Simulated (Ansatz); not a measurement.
The system is Ni.

```xyz
1
Lattice="0.0000 1.7376 1.7376 1.7376 0.0000 1.7376 1.7376 1.7376 0.0000" Properties=species:S:1:pos:R:3 pbc="T T T"
Ni    0.0000    0.0000    0.0000
```

Alike in all runs: program Ansatz 0.2.0; functional PBE; potentials or basis Ansatz PAW; cutoff 420 eV (not typed: the program's choice for these potentials); k mesh 13 × 13 × 13; occupations fermi-dirac, width 0.05 eV.

The same cell was started in several ways:

```tsv
start	free energy over the lowest (meV/atom)	net moment (μB)	site or absolute moments (μB)	gap
collinear spin, random start of up to 0.83 μB	0.0	0.63	Ni +0.67	none (metal or under the smearing width)
no spin polarisation	54.9	-	-	none (metal or under the smearing width)
collinear spin, ferromagnetic start of up to 1 μB	0.0	0.63	Ni +0.67	none (metal or under the smearing width)
```

Allowing spin polarisation gains 55 meV/atom. A still lower state may exist.
